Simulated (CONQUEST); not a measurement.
**ZnSe (Stilleite) under changes of volume**

One of the cells (22.757 Å³/atom); the others are scaled copies at fixed shape and fractional positions:

```
Se Zn
1.0
     4.00760    0.00000    0.00000
     0.00000    4.00760    0.00000
     0.00000    0.00000    5.66760
Se Zn
2 2
Cartesian
  0.0000 2.0038 1.4169
  2.0038 0.0000 4.2507
  0.0000 0.0000 0.0000
  2.0038 2.0038 2.8338
```

| Quantity | Value |
| --- | --- |
| Program | CONQUEST 1.3 |
| Functional | LDA |
| Potentials or basis | PseudoDojo NC LDA, DZP, grid of 40 × 40 × 60 points |
| k mesh | 7 × 7 × 5 |
| Occupations | fermi-dirac, width 0.05 eV |
| Spin | no spin polarisation |

```csv
volume (Å³/atom),energy over the lowest point (meV/atom),pressure (GPa),gap on the mesh (eV)
21.391,8.86,3.3,1.57
21.846,2.03,1.5,1.46
22.301,0.00,0.0,1.35
22.757,1.57,-1.2,1.25
23.212,?,?,?
23.667,14.62,-3.4,1.07
24.122,25.64,-4.3,0.99
```

Task: What does the run at 23.212 Å³/atom give?

Result: Energy over the lowest point 6.39 meV/atom; pressure -2.3 GPa; gap on the mesh 1.16 eV.

Worked out: A Birch-Murnaghan fit of order 3 (a polynomial in V^(-2/3)) to the other rows has its minimum at 22.33 Å³/atom with B0 = V·E''(V) = 66 GPa and B' = 4.7. It gives 6.58 meV/atom at 23.212 Å³/atom, against the run's 6.39, and -dE/dV = -2.3 GPa, against -2.3. A straight line through the other rows of the gap, of slope -4.83 eV per unit of ln V, gives 1.17 eV, against the run's 1.16.

Energies are extrapolated to zero smearing.

Caveats: an odd mesh through Γ misses points on the zone boundary, where band edges often lie; the basis of atomic orbitals isn't converged, which shifts pressures, moduli and gaps; the real-space grid breaks the cell's symmetry a little (some runs). Spin-orbit coupling on Se is left out.
